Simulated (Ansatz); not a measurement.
# Ionic part of the dielectric constant of SiC at 7 GPa, mode by mode

Theory: DFT LDA, scalar-relativistic, plane waves, PAW (Ansatz 0.2.0). Settings: 420 eV plane-wave cutoff, Γ-centred 12×12×6 mesh, fixed occupations. No spin polarisation. Phonons by linear response, acoustic sum rule imposed.

Symmetry: P6_3mc, No. 186, hexagonal system. Conventional cell: a = 3.027 Å, b = 3.027 Å, c = 4.967 Å, α = 90.00°, β = 90.00°, γ = 120.00°. Si (site symmetry 3m) has 4 C at 1.85 to 1.87 Å as nearest neighbours. Around C (site symmetry 3m) lie 4 Si at 1.85 to 1.87 Å.

The primitive cell has V = 39.43 Å³ and ε∞,zz = 7.182. Each polar mode adds Δε = (4.92064×10⁷/V)·S/ν² along z, with S its oscillator strength in e²/amu, ν in cm⁻¹ and V in Å³.

Question: From these modes, find each Δε and ε0,zz.
```tsv
ν (cm⁻¹)	S_zz (e²/amu)
797.0	2.024
```

Answer:
```csv
ν (cm⁻¹),Δε
797.0,3.98
```

The sum is 3.976, so ε0,zz = 11.16; the run's tensor has 11.16.

Question: Where do the longitudinal modes lie for a wave vector along z?

Answer: At 993 cm⁻¹. The Lyddane–Sachs–Teller product Π(ν_LO/ν_TO)² = 1.55 matches ε0/ε∞ = 1.55.

Cost: 1 run of about 2.1 core-minutes, on Arm Neoverse V1 (shared hosts).

The lattice response along the polar axis comes from a single mode, as expected for wurtzite, where only one A1 optical vibration carries a dipole along z. It moves the Si and C sublattices against each other. Its contribution of 3.98 is substantial but smaller than the electronic part: charge transfer towards the more electronegative carbon gives the mode a sizeable oscillator strength, while stiff sp³ bonds limit the static polarisability. The light carbon atom helps to keep the frequency high, but the mass cancels in the static response. The same dipole creates the macroscopic field that lifts the longitudinal mode to 993 cm⁻¹, with electronic screening moderating the shift. With only one polar mode, the Lyddane–Sachs–Teller agreement shows internal consistency, not accuracy against experiment. The value of 7.182 for ε∞,zz lies above what is usually measured for SiC, probably because LDA underestimates the band gap and thus makes the electrons too polarisable; this would also make the longitudinal–transverse splitting somewhat too small for a given oscillator strength. A single pressure does not reveal how compression changes the balance between ionic and electronic screening.
